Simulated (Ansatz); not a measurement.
## LiF: the change of energy less free atoms and pressure with volume scale

All results are calculated (Ansatz 0.2.0). Periodic Kohn-Sham DFT of a crystal at fixed atoms, scaled to volume_scale times the given cell; pressure positive in compression, energy less spherical unpolarised free atoms, largest_vzz the field gradient of largest size among the nuclei.

The cell before it is scaled or strained (space group Fm-3m, No. 225):
```
cell vectors (Å)
   0.0000     2.0140     2.0140
   2.0140     0.0000     2.0140
   2.0140     2.0140     0.0000
atoms (fractions of the cell vectors)
Li  0.00000  0.00000  0.00000
F   0.50000  0.50000  0.50000
```

Settings of every row: method all-electron LAPW; functional LDA; relativity scalar; k mesh 10x10x10; filling fermi-dirac; smearing width 0.03 eV; basis error target 1 meV/atom; nucleus gaussian.

Atom start moment: 0 on all atoms.

| row | volume scale | V (Å³/atom) | energy less free atoms (eV/atom) | pressure (GPa) |
| --- | --- | --- | --- | --- |
| 1 | 0.94 | 7.679 | -5.2492 | -2.221 |
| 2 | 0.95 | 7.761 | -5.2479 | -3.018 |
| 3 | 0.96 | 7.842 | -5.2461 | -3.771 |
| 4 | 0.98 | 8.006 | -5.2416 | -5.153 |
| 5 | 0.99 | 8.087 | -5.2388 | -5.787 |
| 6 | 1 | 8.169 | -5.2357 | -6.385 |
| 7 | 1.01 | 8.251 | -5.2323 | -6.95 |
| 8 | 1.02 | 8.333 | -5.2286 | -7.483 |
| 9 | 1.04 | 8.496 | -5.2205 | -8.462 |
| 10 | 1.05 | 8.578 | -5.216 | -8.91 |
| 11 | 1.06 | 8.659 | ? | ? |

Question: what energy less free atoms and pressure should row 11 give?

Worked fit of energy less free atoms. Take u = (V_r/V)^(2/3) − 1 with V_r = 8.128 Å³ an atom, which is twice the finite (Eulerian) strain; such expansions in the strain, on which the Birch-Murnaghan equation of state is built, carry the rest volume and the bulk modulus. The shown rows have u = 0.03861, 0.03128, 0.02417, 0.01013, 0.00338, -0.00335, -0.00996, -0.01647, -0.02909, -0.03529. Least squares give energy less free atoms = −5.2373 − 0.4624 × u + 3.985 × u² eV/atom; a straight line predicts inner rows, each left out in turn, worse (root mean square 0.0019 against 3.4e-05 eV/atom). All shown rows lie on it to the printed digit. The withheld row has u = -0.04131, so the fit gives −5.2373 − 0.4624 × (-0.04131) + 3.985 × (-0.04131)² = -5.2114 eV/atom.

The calculation gave -5.2114 eV/atom. The fit meets it to the printed digit. This row lies beyond the range of the fit.

Worked fit of pressure. Take u = (V_r/V)^(2/3) − 1 with V_r = 8.128 Å³ an atom, which is twice the finite (Eulerian) strain; such expansions in the strain, on which the Birch-Murnaghan equation of state is built, carry the rest volume and the bulk modulus. The shown rows have u = 0.03861, 0.03128, 0.02417, 0.01013, 0.00338, -0.00335, -0.00996, -0.01647, -0.02909, -0.03529. Least squares give pressure = −6.0884 + 89.531 × u + 273.69 × u² GPa; a straight line predicts inner rows, each left out in turn, worse (root mean square 0.13 against 0.0046 GPa). The rows lie off it by 0.003, 0.002, -0.006, 0.000, -0.004, 0.000, 0.003, 0.006, -0.001, -0.003 (root mean square 0.0035 GPa). The withheld row has u = -0.04131, so the fit gives −6.0884 + 89.531 × (-0.04131) + 273.69 × (-0.04131)² = -9.320 GPa.

The calculation gave -9.333 GPa. The fit lies 0.013 GPa (0.18 % of the column's range) above it; its largest miss of a shown row is 0.006 GPa. This row lies beyond the range of the fit.
